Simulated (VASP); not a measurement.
# HgTe, energy along a vibration (SMASS = -2): which settings are enough?

HgTe, Fm-3m (no. 225), atoms displaced along the mode, 2 atoms in the cell. PBE, energy along a line of displacements; PAW potentials Hg, Te (PBE set). VASP 6.6.1.

Wanted: harmonic frequency within 1 %.

Space group without the displacement: Fm-3m (no. 225); Mode: optical mode at Gamma along x.

POSCAR of the starting run:
```
HgTe
1.0
    0.0000000000      3.1800000000      3.1800000000
    3.1800000000      0.0000000000      3.1800000000
    3.1800000000      3.1800000000      0.0000000000
Hg Te
1 1
Direct
    0.0048905258     -0.0048905258     -0.0048905258
    0.4923119095      0.5076880905      0.5076880905

    0.0077759360   0.0000000000   0.0000000000
   -0.0122240640   0.0000000000   0.0000000000
```

The series start from k mesh: 4 × 4 × 4; Cutoff (eV): 310; Step along the mode (Å): 0.02; Extrapolation between steps (IWAVPR): 11. Each series keeps the choices made before it, and each single choice may use up half of a tolerance.

## k mesh

| k mesh | Harmonic frequency (THz) | Time (s) |
|---|---|---|
| 2 × 2 × 2 | 2.805 | 18 |
| 3 × 3 × 3 | 1.938 | 21 |
| 4 × 4 × 4 | -0.8366 | 29 |
| 5 × 5 × 5 | 1.377 | 42 |
| 7 × 7 × 7 (reference) | 1.442 | 93 |

Chosen: 7 × 7 × 7; the next looser run is off by more than half of the tolerance, so convergence isn't shown beyond this value.

## Cutoff (eV)

| Cutoff (eV) | Harmonic frequency (THz) | Time (s) |
|---|---|---|
| 170 | 1.342 | 43 |
| 200 | 1.536 | 46 |
| 240 | 1.457 | 45 |
| 280 | 1.447 | 86 |
| 310 | 1.442 | 93 |
| 360 (reference) | 1.444 | 90 |

Chosen: 280, the loosest value from which every tighter one stays within half of the tolerance.

## Extrapolation between steps (IWAVPR)

| Extrapolation between steps (IWAVPR) | Harmonic frequency (THz) | Time (s) |
|---|---|---|
| 11 | 1.447 | 88 |
| 12 | 1.447 | 82 |
| 0 | 1.447 | 120 |

Chosen: 11; no other choice that stays within half of the tolerance saves 30 % of the time.

Also changed on the way, by series that aren't shown: Step along the mode (Å): 0.04.

## All choices together

| Input | Harmonic frequency (THz) | Time (s) |
|---|---|---|
| defaults on a coarse mesh (naive) | 1.936 | 4.0 |
| chosen settings | 1.447 | 88 |
| reference settings throughout | 1.446 | 80 |

The chosen settings stay within the tolerance of the reference run, but the reference itself isn't shown to be converged in: k mesh.

## The input

INCAR:
```
SYSTEM = HgTe
GGA = PE ; PREC = Accurate
ENCUT = 280 ; EDIFF = 1E-7
ALGO = Normal ; LREAL = .False.
LASPH = .True. ; ISMEAR = 0
SIGMA = 0.03 ; ISYM = 0
LWAVE = .False. ; LCHARG = .False.
IBRION = 0 ; SMASS = -2
POTIM = 1 ; NSW = 9
NELMIN = 4 ; IWAVPR = 11
KPAR = 2
```

KPOINTS:
```
Automatic mesh
0
Gamma
  7 7 7
  0 0 0
```

POSCAR:
```
HgTe
1.0
    0.0000000000      3.1800000000      3.1800000000
    3.1800000000      0.0000000000      3.1800000000
    3.1800000000      3.1800000000      0.0000000000
Hg Te
1 1
Direct
    0.0097810516     -0.0097810516     -0.0097810516
    0.4846238189      0.5153761811      0.5153761811

    0.0155518721   0.0000000000   0.0000000000
   -0.0244481279   0.0000000000   0.0000000000
```

Commands:
```
cat potpaw_PBE.64/Hg/POTCAR potpaw_PBE.64/Te/POTCAR > POTCAR
mpirun -np 2 vasp_std > vasp.out
```

The chosen input took VASP 6.6.1 88 s on 2 cores (Intel Xeon Platinum 8488C (Sapphire Rapids)), a shared host.

## An input that fails: POTIM multiplies the typed steps tenfold

It runs to its end, but against the unchanged starting input it is off by 8268 % in the harmonic frequency.

Changes against the starting input:
```
- POTIM = 1
+ POTIM = 10
```
